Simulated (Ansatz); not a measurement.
## What a change of settings does to a run on AgCl

The cell is COD entry 9011666, as deposited and not checked against the literature; nothing was relaxed. The listed cell was then made from it by scaling, straining or moving an atom.

First run: DFT, PBE, all-electron LAPW, scalar-relativistic (Ansatz 0.2.0).

Command: `ansatz run input.yaml --threads 1 --pin off --max-ram 2048MiB --backend cpu --events-out ev --progress --plain --runs-dir out` The run took 20 s on 1 thread of Arm Neoverse V2, on a shared host.

```yaml
crystal:
  lattice:
    - [0.0, 2.77315, 2.77315]
    - [2.77315, 0.0, 2.77315]
    - [2.77315, 2.77315, 0.0]
  atoms:
    - { symbol: Ag, position: [0.509015019, 0.509015019, 0.490984981] }
    - { symbol: Cl, position: [0.0, 0.0, 0.0] }
kpoints:
  mp_grid: { grid: [9, 9, 9] }
scf:
  occupations: { method: fermi_dirac, width: 0.01 }
hamiltonian:
  xc: pbe
  pseudopotentials: { kind: all_electron, lapw: { basis_error: 0.0005 } }
output:
  forces: true
  stress: true
  eigenvalues: true
```

Result: converged; pressure 1.65 GPa; largest force 0.058 eV/Å; gap on the k mesh 0.96 eV (the mesh can miss the band edges); 7 SCF iterations.

The input is then changed:

```diff
@@ -8,7 +8,7 @@
     - { symbol: Cl, position: [0.0, 0.0, 0.0] }
 kpoints:
-  mp_grid: { grid: [9, 9, 9] }
+  mp_grid: { grid: [3, 3, 3] }
 scf:
-  occupations: { method: fermi_dirac, width: 0.01 }
+  occupations: { method: fermi_dirac, width: 0.1 }
 hamiltonian:
   xc: pbe
```

**Question.** Predict the outcome of the changed run.

**Answer.** It converged; energy at zero smearing +29.4 meV/atom from the first run; pressure 2.15 GPa; largest force 0.063 eV/Å; gap on the k mesh 1.29 eV (the mesh can miss the band edges); 7 SCF iterations. Some of these settings are too coarse for converged properties.

The results part of its log:

```
SCF 1 converged in 7 iterations: F = -157215.115380 eV  dr2 = 4.56e-9
SCF converged after 7 iterations
Free energy (F): -157215.115380 eV
Harris-Foulkes:  -157215.115380 eV  (|F-HF|=4.86e-9)
Internal energy: -157215.114647 eV  (E = F + TS)
E sigma→0 (E₀):  -157215.115014 eV
Entropy (-TS):   -0.000734 eV (-0.367 meV/atom)
Fermi energy:    9.439061 eV
--- Per-component energies (eV) ---
  E_band       = -1862.409634
  E_kinetic    = 163871.913700
  E_xc         = -4834.780648
  E_electrostatic = -316252.247699  (all electrons and nuclei)
  E_smearing   = -0.000734  (= −TS)
  E_closure    = 0.000000  (closes the sum)
  E_atoms      = -157209.811095  (free atoms, spherical and without spin; not in F)
  Σ components = -157215.115380   (vs F -157215.115380, Δ=0.00e0)
  Basis errors (estimates in eV, not in F): energy 2.0e-4 per atom: plane waves 1.9e-4 (1.0e-4 summed), levels above the bands 3.2e-44, relativity 4.4e-8, radial functions 1.9e-5, core shells 1.6e-7; eigenvalues (radial functions only) 2.8e-6; not estimated: angular momenta, meshes, grids; target (lapw.basis_error) 5.0e-4; muffin-tin radii Cl 1.220 Å, Ag 1.503 Å
--- Forces (eV/Å), atoms counted from 1 ---
  atom   1  Ag     0.00000000     0.00000000    -0.06321534
  atom   2  Cl    -0.00000000     0.00000000     0.06323137
  max |Σ_I F_I| component: 1.60e-5 eV/Å
--- Stress (GPa, compression-positive) ---
        2.109793       0.000000       0.000000
        0.000000       2.109793       0.000000
        0.000000       0.000000       2.229934
  P = ⅓ Tr σ = 2.1498 GPa (21.498 kbar)
--- Band table (eV; the first three rows and the last of 6) ---
  k-point 0: bands = ["-236.7931", "-175.7099", "-175.7096", "-175.7096", "-80.6978", "-44.2333", "-44.2329", "-44.2329", "-6.0829", "6.4723", "6.5140", "6.5140", "6.5635", "6.6066", "6.7907", "6.7907", "6.8736", "9.9410", "19.7184", "19.7184", "19.7194"]
  k-point 1: bands = ["-236.7931", "-175.7099", "-175.7096", "-175.7096", "-80.6978", "-44.2352", "-44.2335", "-44.2332", "-5.7567", "4.2980", "5.0966", "5.0994", "6.8331", "6.8331", "7.1182", "8.6483", "8.6526", "12.7277", "16.0410", "17.3515", "17.3581"]
  k-point 2: bands = ["-236.7931", "-175.7099", "-175.7096", "-175.7096", "-80.6977", "-44.2349", "-44.2342", "-44.2337", "-5.7188", "4.4581", "5.9278", "5.9328", "6.3429", "6.7549", "7.2167", "7.2186", "7.5917", "12.2579", "16.5350", "17.3125", "19.5378"]
  k-point 5: bands = ["-236.7931", "-175.7099", "-175.7096", "-175.7096", "-80.6977", "-44.2353", "-44.2349", "-44.2337", "-5.6010", "4.4875", "4.9857", "5.0688", "6.8196", "6.9426", "7.2112", "7.4130", "8.4370", "13.3371", "15.6377", "16.9337", "18.1012"]
```
